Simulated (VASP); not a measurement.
# N2 in VASP: further runs, part 2 of 2

VASP 6.6.1. Earlier steps stand in the parts before.

### Step 4. Relaxation of the atoms, r2SCAN

The input, INCAR:

```
SYSTEM = N
PREC = Accurate ; ENCUT = 520
EDIFF = 1E-6 ; ISMEAR = -1
SIGMA = 0.05 ; LREAL = .False.
LASPH = .True. ; NELM = 60
ALGO = Normal ; ISIF = 2
LWAVE = .False. ; LCHARG = .False.
METAGGA = R2SCAN ; LMIXTAU = .True.
IBRION = 2 ; NSW = 40
EDIFFG = -0.01
```

The input, KPOINTS:

```
Automatic mesh
0
Gamma
  1 1 1
  0 0 0
```

The input, POSCAR:

```
N
1.0
    8.0000000000      0.0000000000      0.0000000000
    0.0000000000      8.1000000000      0.0000000000
    0.0000000000      0.0000000000      8.2000000000
N
2
Direct
    0.5000000000      0.5000000000      0.4330000000
    0.5000000000      0.5000000000      0.5670000000
```

Potentials or basis: VASP PAW PBE potentials, release 64 (N).

The run is started by

```
cat potpaw_PBE.64/N/POTCAR > POTCAR
mpirun -np 1 vasp_std > vasp.out
```

OUTCAR:

```text
SYSTEM = N
   PREC = Accurate
   ENCUT = 520
   EDIFF = 1E-6
   ISMEAR = -1
   LREAL = .False.
   LASPH = .True.
   NELM = 60
   ISIF = 2
   METAGGA = R2SCAN
   IBRION = 2
   NSW = 40
   EDIFFG = -0.01

 ion  position               nearest neighbor table
   1  0.500  0.500  0.433-   2 1.10
   2  0.500  0.500  0.567-   1 1.10

  LATTYP: Found a simple orthorhombic cell.
 ALAT       =     8.0000000000
 B/A-ratio  =     1.0125000000
 C/A-ratio  =     1.0250000000

  Lattice vectors:

 A1 = (   8.0000000000,   0.0000000000,   0.0000000000)
 A2 = (   0.0000000000,   8.1000000000,   0.0000000000)
 A3 = (   0.0000000000,   0.0000000000,   8.2000000000)

Analysis of symmetry for initial positions (statically):
=====================================================================
 Subroutine PRICEL returns:
 Original cell was already a primitive cell.

 Routine SETGRP: Setting up the symmetry group for a
 simple orthorhombic supercell.

 Subroutine GETGRP returns: Found  8 space group operations
 (whereof  8 operations were pure point group operations)
 out of a pool of  8 trial point group operations.

The static configuration has the point symmetry D_2h.

Analysis of symmetry for dynamics (positions and initial velocities):
=====================================================================
 Subroutine PRICEL returns:
 Original cell was already a primitive cell.

 Routine SETGRP: Setting up the symmetry group for a
 simple orthorhombic supercell.

 Subroutine GETGRP returns: Found  8 space group operations
 (whereof  8 operations were pure point group operations)
 out of a pool of  8 trial point group operations.

The dynamic configuration has the point symmetry D_2h.

 Subroutine INISYM returns: Found  8 space group operations
 (whereof  8 operations are pure point group operations),
 and found     1 'primitive' translations

----------------------------------------------------------------------------------------

                                     Primitive cell

  volume of cell :     531.3600

  direct lattice vectors                    reciprocal lattice vectors
     8.000000000  0.000000000  0.000000000     0.125000000  0.000000000  0.000000000
     0.000000000  8.100000000  0.000000000     0.000000000  0.123456790  0.000000000
     0.000000000  0.000000000  8.200000000     0.000000000  0.000000000  0.121951220

  length of vectors
     8.000000000  8.100000000  8.200000000     0.125000000  0.123456790  0.121951220

  position of ions in fractional coordinates (direct lattice)
     0.500000000  0.500000000  0.433000000
     0.500000000  0.500000000  0.567000000

  ion indices of the primitive-cell ions
   primitive index   ion index
                 1           1
                 2           2

----------------------------------------------------------------------------------------

 KPOINTS: Automatic mesh

Automatic generation of k-mesh.
 Grid dimensions read from file:
 generate k-points for:    1    1    1

 Generating k-lattice:

  Cartesian coordinates                     Fractional coordinates (reciprocal lattice)
     0.125000000  0.000000000  0.000000000     1.000000000  0.000000000  0.000000000
     0.000000000  0.123456790  0.000000000     0.000000000  1.000000000  0.000000000
     0.000000000  0.000000000  0.121951220     0.000000000  0.000000000  1.000000000

  Length of vectors
     0.125000000  0.123456790  0.121951220

  Shift w.r.t. Gamma in fractional coordinates (k-lattice)
     0.000000000  0.000000000  0.000000000

 Subroutine IBZKPT returns following result:
 ===========================================

 Found      1 irreducible k-points:

 Following reciprocal coordinates:
            Coordinates               Weight
  0.000000  0.000000  0.000000      1.000000
   k-points           NKPTS =      1   k-points in BZ     NKDIM =      1   number of bands    NBANDS=      9
   number of dos      NEDOS =    301   number of ions     NIONS =      2
   total plane-waves  NPLWV = 230400
   dimension x,y,z NGX =    60 NGY =   60 NGZ =   64
   dimension x,y,z NGXF=   120 NGYF=  120 NGZF=  128
   ions per type =               2
   NGX,Y,Z   is equivalent  to a cutoff of  12.47, 12.31, 12.98 a.u.
   NGXF,Y,Z  is equivalent  to a cutoff of  24.94, 24.63, 25.95 a.u.
 SYSTEM =  N
   PREC   = accura    normal or accurate (medium, high low for compatibility)
   ISTART =      0    job   : 0-new  1-cont  2-samecut
   ICHARG =      2    charge: 1-file 2-atom 10-const
   ISPIN  =      1    spin polarized calculation?
   LNONCOLLINEAR =      F non collinear calculations
   LSORBIT =      F    spin-orbit coupling
   LASPH  =      T    aspherical Exc in radial PAW
   ENCUT  =  520.0 eV  38.22 Ry    6.18 a.u.  14.87 15.06 15.25*2*pi/ulx,y,z
   NELM   =     60;   NELMIN=  2; NELMDL= -5     # of ELM steps
   EDIFF  = 0.1E-05   stopping-criterion for ELM
   LREAL  =      F    real-space projection
   EDIFFG = -.1E-01   stopping-criterion for IOM
   NSW    =     40    number of steps for IOM
   IBRION =      2    ionic relax: 0-MD 1-quasi-New 2-CG
   NFREE  =      1    steps in history (QN), initial steepest desc. (CG)
   ISIF   =      2    stress and relaxation
   ISYM   =      2    0-nonsym 1-usesym 2-fastsym
   POTIM  = 0.5000    time-step for ionic-motion
   TEBEG  =    0.0;   TEEND  =   0.0 temperature during run
   PSTRESS=    0.0 pullay stress
   NELECT =      10.0000    total number of electrons
   NUPDOWN=      -1.0000    fix difference up-down
   EMIN   =  10.00;   EMAX   =-10.00  energy-range for DOS
   EFERMI =   0.00;   METHOD = LEGACY
   ISMEAR =    -1;   SIGMA  =   0.05  broadening in eV -4-tet -1-fermi 0-gaus
   EFERMI_NEDOS =   21; number of points for ismear=-14 and -15
   IALGO  =     38    algorithm
   IMIX   =      4    mixing-type and parameters
     AMIX     =   0.40;   BMIX     =  1.00
     AMIX_MAG =   1.60;   BMIX_MAG =  1.00
  volume/ion in A,a.u.               =     265.68      1792.90
  Fermi-wavevector in a.u.,A,eV,Ry     =   0.435457  0.822894  2.579974  0.189623
  Thomas-Fermi vector in A             =   1.407105
   LORBIT       =      0    0 simple, 1 ext, 2 COOP (PROOUT), +10 PAW based schemes
   METAGGA = R2SCAN    functional components
   LHFCALC =     F    Hartree Fock is set to
   AEXX    =    0.0000 exact exchange contribution
   IVDW    =     0    specifies the selected vdW correction
   LEPSILON=     F    determine dielectric tensor
   LRPA    =     F    only Hartree local field effects (RPA)
 conjugate gradient relaxation of ions
 non-spin polarized calculation
  energy-cutoff  :      520.00
  volume of cell :      531.36
 maximum number of plane-waves:     14289
 NGX is ok and might be reduce to    60
   NGX = 29   NGY = 31   NGZ = 31

--------------------------------------- Ionic step        1  -------------------------------------------

 number of electron      10.0000000 magnetization

 number of electron       9.9999997 magnetization

 Free energy of the ion-electron system (eV)
  ---------------------------------------------------
  ext. energy  EPLUGINS =         0.00000000
  ---------------------------------------------------
  free energy    TOTEN  =       -18.21023822 eV

  energy without entropy =      -18.21023822  energy(sigma->0) =      -18.21023822

------------------------ aborting loop because EDIFF is reached ----------------------------------------

  FORCE on cell =-STRESS in cart. coord.  units (eV):
  Direction    XX          YY          ZZ          XY          YZ          ZX
  --------------------------------------------------------------------------------------
  -------------------------------------------------------------------------------------
  Total       -0.0990378     -0.1018818      1.3294339     -0.0000000      0.0000000      0.0000000
  in kB       -0.2986226     -0.3071979      4.0085609     -0.0000000      0.0000000      0.0000000
  external PRESSURE =       1.1342468 kB  Pullay stress =       0.0000000 kB
[... 93 lines left out ...]
  energy  without entropy=      -18.2154411490  energy(sigma->0) =      -18.21544115

--------------------------------------- Ionic step        4  -------------------------------------------

 number of electron       9.9999997 magnetization

 Free energy of the ion-electron system (eV)
  ---------------------------------------------------
  ext. energy  EPLUGINS =         0.00000000
  ---------------------------------------------------
  free energy    TOTEN  =       -18.21545703 eV

  energy without entropy =      -18.21545703  energy(sigma->0) =      -18.21545703

 E-fermi :  -9.1066     XC(G=0):  -0.6785

 val. band max:      -10.3945234094   @ k =   0.0000   0.0000   0.0000
 cond. band min:      -1.4861282341   @ k =   0.0000   0.0000   0.0000
 fundamental gap:      8.9083951753
 Fermi energy:        -9.1066361461

 k-point     1 :       0.0000    0.0000    0.0000
  band No.  band energies     occupation
      1     -29.3851      2.00000
      2     -13.9994      2.00000
      3     -11.6633      2.00000
      4     -11.6633      2.00000
      5     -10.3945      2.00000
      6      -1.4861      0.00000
      7      -1.4860      0.00000
      8       0.2601      0.00000
      9       2.3328      0.00000

------------------------ aborting loop because EDIFF is reached ----------------------------------------
[... 25 lines left out ...]
  FREE ENERGIE OF THE ION-ELECTRON SYSTEM (eV)
  ---------------------------------------------------
  free  energy   TOTEN  =       -18.2154570255 eV

  energy  without entropy=      -18.2154570255  energy(sigma->0) =      -18.21545703

 reached required accuracy - stopping structural energy minimisation
```

OSZICAR:

```text
N       E                     dE             d eps       ncg     rms          rms(c)
DAV:   1     0.988429652139E+02    0.98843E+02   -0.29519E+03    18   0.678E+02
DAV:   2    -0.830306128568E+01   -0.10715E+03   -0.10697E+03    35   0.141E+02
DAV:   3    -0.224104354293E+02   -0.14107E+02   -0.14099E+02    34   0.907E+01
[... 108 lines left out ...]
DAV:   5    -0.182154538229E+02   -0.24835E-04   -0.57393E-06    18   0.315E-02    0.273E-04
DAV:   6    -0.182154557743E+02   -0.19514E-05   -0.19397E-06    18   0.236E-02    0.141E-04
DAV:   7    -0.182154542746E+02    0.14996E-05   -0.19715E-06    18   0.243E-02    0.121E-04
DAV:   8    -0.182154572161E+02   -0.29415E-05   -0.96852E-07    18   0.180E-02    0.885E-05
DAV:   9    -0.182154570255E+02    0.19066E-06   -0.34284E-07    18   0.110E-02
   4 F= -.18215457E+02 E0= -.18215457E+02  d E =-.521880E-02
```

It took 9 min on 1 thread of Intel Xeon Platinum 8259CL at 2.50GHz (Skylake/Cascade Lake), shared host; peak memory 0.61 GiB.

What came out:

```yaml
Free_energy: -18.2155 eV
Energy_gained_by_relaxing: 2.6 meV/atom
Ionic_steps: 4
Gap_between_the_frontier_levels: 8.91 eV
```

Step by step:
```tsv
step	energy change (eV)	largest force (eV/Å)	pressure (GPa)
1	0.0000	1.3182	0.11
2	0.8449	12.2221	-1.52
3	-0.0052	0.0535	-0.03
4	-0.0052	0.0015	-0.03
```

Final structure:
```cif
data_structure
_symmetry_space_group_name_H-M 'P 1'
_symmetry_Int_Tables_number 1
_cell_length_a 8.0000
_cell_length_b 8.1000
_cell_length_c 8.2000
_cell_angle_alpha 90.000
_cell_angle_beta 90.000
_cell_angle_gamma 90.000
_cell_volume 531.36
loop_
_atom_site_label
_atom_site_type_symbol
_atom_site_fract_x
_atom_site_fract_y
_atom_site_fract_z
_atom_site_occupancy
N1 N 0.50000 0.50000 0.43251 1
N2 N 0.50000 0.50000 0.56749 1
```

Levels at points of the mesh, in eV from the valence-band top:
| k point | band 1 | band 2 | band 3 | band 4 | band 5 | band 6 | band 7 | band 8 | band 9 |
| --- | --- | --- | --- | --- | --- | --- | --- | --- | --- |
| (0.00, 0.00, 0.00) | -18.99 | -3.60 | -1.27 | -1.27 | 0.00 | 8.91 | 8.91 | 10.65 | 12.73 |

Caveat: the standard files for N, O and F lose accuracy on very short bonds; the PAW data sets were made with another functional, which shifts forces and pressure a little.

### Step 5. Relaxation of the atoms, PBE

The input, INCAR:

```
SYSTEM = N
  PREC = Accurate
  ENCUT = 520
  EDIFF = 1E-7
  ISMEAR = -1
  SIGMA = 0.05
  LREAL = .FALSE.
  LASPH = .TRUE.
  NELM = 80
  ALGO = Normal
  ISIF = 2
  LWAVE = .FALSE.
  LCHARG = .FALSE.
  GGA = PE
  IBRION = 2
  NSW = 40
  EDIFFG = -0.02
```

The input, KPOINTS:

```
Automatic mesh
0
G
  1 1 1
  0 0 0
```

POSCAR is that of step 4.

The run is started by

```
cat potpaw_PBE.64/N/POTCAR > POTCAR
mpirun -np 1 vasp_std > vasp.out
```

It took 44 s on 1 thread of Intel Xeon Platinum 8559C (Emerald Rapids), shared host; peak memory 0.5 GiB.

Results (log left out):

```
Free energy                     : -16.6521 eV
Energy gained by relaxing       : 8.1 meV/atom
Ionic steps                     : 4
Largest force after relaxing    : 0.014 eV/Å
Gap between the frontier levels : 8.07 eV
```

Forces on the atoms (eV/Å):
```
N    0.000  0.000  0.014
N    0.000  0.000 -0.014
```

Step by step:
```
step  energy change (eV)  largest force (eV/Å)  pressure (GPa)
   1              0.0000                2.2982            0.23
   2              1.9404               14.4332           -1.92
   3             -0.0160                0.2552           -0.05
   4             -0.0162                0.0136           -0.02
```

Final structure:
```xyz
2
Lattice="8.0000 0.0000 0.0000 0.0000 8.1000 0.0000 0.0000 0.0000 8.2000" Properties=species:S:1:pos:R:3 pbc="T T T"
N     4.0000    4.0500    3.5434
N     4.0000    4.0500    4.6566
```

Levels at points of the mesh, in eV from the valence-band top:
| k point | band 3 | band 4 | band 5 | band 6 | band 7 | band 8 |
| --- | --- | --- | --- | --- | --- | --- |
| (0.00, 0.00, 0.00) | -1.34 | -1.34 | 0.00 | 8.07 | 8.07 | 9.67 |

Caveat: the standard files for N, O and F lose accuracy on very short bonds. Expect the measured gap to be larger: semilocal functionals such as PBE lack the derivative discontinuity.

### Step 6. Overview

```tsv
level	potentials or basis	gap on the mesh (eV)	largest force (eV/Å)
PBEsol	VASP PAW PBE potentials, release 64 (N)	8.05	0.01
LDA	VASP PAW LDA potentials, release 64 (N)	8.09	0.01
r2SCAN	VASP PAW PBE potentials, release 64 (N)	8.91	-
PBE	VASP PAW PBE potentials, release 64 (N)	8.07	0.01
```

Alike in all rows: task relaxation of the atoms; no spin polarisation; cell atoms relaxed; k mesh 1 × 1 × 1; cutoff (eV) 520; smearing fermi-dirac 0.05 eV.

Caveats: the standard files for N, O and F lose accuracy on very short bonds; the PAW data sets were made with another functional, which shifts forces and pressure a little (some runs).

Absolute energies hang on the potentials; compare differences alone.
